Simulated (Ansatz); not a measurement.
This is a relaxation of cell and atoms with Ansatz 0.2.0 on a 6-atom cell of ZnS (R3m) from a materials database; the level of theory is PBE. The input holds the cell as the database lists it.

Input file:
```yaml
crystal:
  lattice:
    - [1.9030712007, 1.09873867, 9.3519478348]
    - [-1.9030712007, 1.09873867, 9.3519478348]
    - [0.0, -2.19747734, 9.3519478348]
  atoms:
    - { symbol: Zn, position: [0.99997114, 0.99997114, 0.99997114] }
    - { symbol: Zn, position: [0.22226941, 0.22226941, 0.22226941] }
    - { symbol: Zn, position: [0.44461344, 0.44461344, 0.44461344] }
    - { symbol: S, position: [0.08326717, 0.08326717, 0.08326717] }
    - { symbol: S, position: [0.5278423, 0.5278423, 0.5278423] }
    - { symbol: S, position: [0.30536254, 0.30536254, 0.30536254] }
kpoints:
  mp_grid: { grid: [8, 8, 8] }
hamiltonian:
  xc: pbe
scf:
  occupations: { method: fermi_dirac, width: 0.02 }
relax:
  f_tol: 0.005
  cell: {}
```

Command: `ansatz run input.yaml --threads 4 --pin off --max-ram 5529MiB --backend cpu --events-out ev --progress --plain --runs-dir out`. It took 28 s on 4 threads of Arm Neoverse V1, with other jobs on the host; peak host memory 0.5 GiB.

The log, with set-up remarks and timings taken out:
```
Pseudopotential: Zn, paw, valence charge 12, recommended cutoff 420 eV (normal)
Pseudopotential: S, paw, valence charge 6, recommended cutoff 420 eV (normal)
Functional definition: PBE
Crystal: 6 atoms, lattice volume = 117.328 Å³
Basis set: ecut = 420 eV, 2317 PW (Γ), FFT grids on a1−a3, a2−a3, a3
Bands: 33, of which v1, the nominal top of the filled ones, is band 27 counted from 1 (26 counted from 0)
Symmetry: 6 space group operations
Space group: R3m (ITA 160)
k-points: 65 of 512 (time reversal used)
relax step 1: F+E_penalty+E_count = -12668.16550679 eV  max|allowed force component| = 9.644e-3 eV/Å  Δτ_max = 0.0000 Å  P = +2.324 GPa  Ω = 117.328 Å³
relax step 2: F+E_penalty+E_count = -12668.18633576 eV  max|allowed force component| = 7.226e-3 eV/Å  Δτ_max = 0.0008 Å  P = +0.938 GPa  Ω = 119.478 Å³
relax step 3: F+E_penalty+E_count = -12668.19028710 eV  max|allowed force component| = 3.196e-3 eV/Å  Δτ_max = 0.0010 Å  P = +0.047 GPa  Ω = 120.978 Å³
relax step 4: F+E_penalty+E_count = -12668.19026579 eV  max|allowed force component| = 3.648e-3 eV/Å  Δτ_max = 0.0005 Å  P = +0.002 GPa  Ω = 121.059 Å³
relax step 5: F+E_penalty+E_count = -12668.19182146 eV  max|allowed force component| = 3.656e-3 eV/Å  Δτ_max = 0.0000 Å  P = +0.000 GPa  Ω = 121.059 Å³  (SCF on a basis re-selected at this cell)
SCF converged after 7 iterations
Free energy (F): -12668.191821 eV
Fermi energy:    6.551554 eV
--- Forces (eV/Å), atoms counted from 1 ---
  atom   1  Zn      0.00000      0.00000      0.00166
  atom   2  Zn      0.00000      0.00000      0.00288
  atom   3  Zn      0.00000      0.00000      0.00298
  atom   4  S       0.00000      0.00000    -0.00147
  atom   5  S       0.00000      0.00000    -0.00366
  atom   6  S       0.00000      0.00000    -0.00240
--- Stress (GPa, compression-positive) ---
        0.009436       0.000000       0.000000
        0.000000       0.009436       0.000000
        0.000000       0.000000      -0.018352
  P = ⅓ Tr σ = 0.0002 GPa (0.002 kbar)
--- Relaxed structure (4 steps of the walk, 4 accepted, 1 SCFs on fresh bases) ---
  F+E_penalty+E_count = -12668.19182146 eV   max|allowed force component| = 3.656e-3 eV/Å
  cell:  # Å, volume = 121.0594 Å³
    - [1.923132, 1.110321, 9.449084]
    - [-1.923132, 1.110321, 9.449084]
    - [0.000000, -2.220642, 9.449084]
  atoms:
    - { symbol: Zn, position: [0.999966, 0.999966, 0.999966] }
    - { symbol: Zn, position: [0.222254, 0.222254, 0.222254] }
    - { symbol: Zn, position: [0.444532, 0.444532, 0.444532] }
    - { symbol: S, position: [0.083295, 0.083295, 0.083295] }
    - { symbol: S, position: [0.527853, 0.527853, 0.527853] }
    - { symbol: S, position: [0.305426, 0.305426, 0.305426] }
```

In 4 steps the volume changed by +3.2 %; between the first SCF and the last, each on a basis chosen for its cell, the energy fell by 4.4 meV an atom. Final cell: the symmetry is R3m (No. 160, trigonal); a = 3.846 Å, c = 28.347 Å in the conventional setting, 20.18 Å³ an atom. Zn is surrounded by 4 S at 2.36 Å; S is surrounded by 4 Zn at 2.36 Å.

No spin polarisation and no zero-point or thermal motion.
